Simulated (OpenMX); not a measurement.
Crystal: Hf.

```
Hf
1.0
     3.19670    0.00000    0.00000
    -1.59835    2.76842    0.00000
     0.00000    0.00000    5.05780
Hf
2
Direct
  0.66667 0.33333 0.75000
  0.33333 0.66667 0.25000
```

Base run:

* Program: OpenMX 3.8.5
* Functional: PBE
* Potentials or basis: OpenMX 2013 PBE set, Hf7.0-s3p2d2f1, grid cutoff 400 Ry
* k mesh: 7 × 7 × 5
* Occupations: fermi-dirac, width 0.05 eV
* Spin: no spin polarisation

Its results: band gap on the k mesh none (metal or under the smearing width); pressure 0.7 GPa; largest force 0.010 eV/Å.

Question: The run is repeated on the same cell with these changes: dispersion from none to D3. What comes out?

Answer: Band gap on the k mesh none (metal or under the smearing width); pressure -2.8 GPa; largest force 0.010 eV/Å.

Dispersion adds attraction, which lowers the pressure at fixed volume and, as a term added to the energy, leaves the levels alone.

Caveats: the basis of atomic orbitals isn't converged, which shifts pressures, moduli and gaps; pairwise dispersion overbinds metals, which lowers pressure and volume (some runs).
